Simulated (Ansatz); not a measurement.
**MgO (zincblende): gap against strain (epitaxial in the xy plane)**

MgO built on the zincblende prototype, relaxed with r2SCAN in Ansatz 0.2.0, then strained (epitaxial in the xy plane; changes of length per length, axes as in the cell below) with the atoms relaxed again within the symmetry that is left. Space group F-43m (No. 216), cubic; conventional cell a = 4.564 Å, 11.88 Å³ an atom. Mg has 4 O at 1.98 Å; O has 4 Mg at 1.98 Å. The cell comes from a prototype generator: it can be a known phase or a hypothetical one. Spin polarisation is off.

```
CELL_PARAMETERS angstrom
0.00000 2.28201 2.28201
2.28201 0.00000 2.28201
2.28201 2.28201 0.00000
ATOMIC_POSITIONS crystal
Mg 0.00000 0.00000 0.00000
O 0.25000 0.25000 0.25000
```

Gaps are the least over each mesh (PBE 10×10×10, r2SCAN 10×10×10, HSE06 6×6×6 when unstrained) and the special points, which keep their unstrained names; stress is the change from the unstrained cell, compression positive.

```
strain (%)  free normal strain (%)  gap, PBE (eV)  gap, r2SCAN (eV)  gap, HSE06 (eV)    edges, HSE06  in-plane stress, r2SCAN (GPa)  energy rise, r2SCAN (meV/atom)
     -1.81                   +2.45          3.676             4.358            5.296  Γ–K (0.29) → Γ                          +2.23                             2.9
     -1.13                   +1.57          3.670             4.350            5.290               Γ                          +1.32                             1.1
       0.0                    0.00          3.657             4.336            5.268               Γ                           0.00                             0.0
     +2.56                   -3.97          3.509             4.184            5.108               Γ                          -2.23                             4.5
      +4.0                   -6.56          3.447             4.123            5.040               Γ                          -2.98                            10.0
```

Between zero and the nearest strains the slope of the HSE06 gap against strain is -0.020 eV per percent for negative and -0.063 for positive strain.

Where an edge lies off the special points, it is a point of the mesh or the k point where a search put PBE's edge or least direct gap, reused for the other functionals, whose own edges may lie a little apart.

The meshes of the hybrids are coarse, so their gaps aren't converged to the digits shown.
